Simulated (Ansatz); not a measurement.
# SiC: the cost of one run

Computed with Ansatz 0.2.0 (DFT PBE, scalar-relativistic, plane waves, PAW, unless a step's input says otherwise).

The COD entry's cell or inner coordinates are ideal or old and differ from later refinements, so a difference from it is no clean test against experiment.

**1. Starting point**

Symmetry: F-43m, No. 216, cubic system. Conventional cell: a = 4.380 Å, b = 4.380 Å, c = 4.380 Å, α = 90.00°, β = 90.00°, γ = 90.00°. Around Si (site symmetry -43m) lie 4 C at 1.90 Å. C (site symmetry -43m) is surrounded by 4 Si at 1.90 Å.

As a file:

```xyz
2
Lattice="0.0000 2.1899 2.1899 2.1899 0.0000 2.1899 2.1899 2.1899 0.0000" Properties=species:S:1:pos:R:3 pbc="T T T"
Si    0.0000    0.0000    0.0000
C     3.2848    3.2848    3.2848
```

This cell was relaxed beforehand with the same method: volume 10.50 Å³/atom, gap on the mesh 1.37 eV.

**2. A stricter relaxation**

The response runs start from a cell at rest, found with their own mesh and filling of the bands.

Contents of input.yaml:

```yaml
crystal:
  lattice:
    - [0.0, 2.1898640989, 2.1898640989]
    - [2.1898640989, 0.0, 2.1898640989]
    - [2.1898640989, 2.1898640989, 0.0]
  atoms:
    - { symbol: Si, position: [0.0, 0.0, 0.0] }
    - { symbol: C, position: [0.75, 0.75, 0.75] }
basis:
  ecutwfc: 420
kpoints:
  mp_grid: { grid: [12, 12, 12] }
hamiltonian:
  xc: pbe
scf:
  occupations: { method: fixed }
output:
  forces: true
  stress: true
  eigenvalues: true
relax:
  adjacent_minimum: "off"
  f_tol: 0.001
  max_steps: 60
  cell: { stress_tol: 0.01 }
```

Launch:

```sh
> ansatz run input.yaml --threads 1 --pin off --max-ram 3072MiB --backend cpu --events-out ev --progress --plain --runs-dir out
```

**Question.** How long does this run take on 1 thread of Intel Xeon Platinum 8488C (Sapphire Rapids), shared host, and how much memory does it need?

About 2.3 s, with a peak of 0.36 GiB.
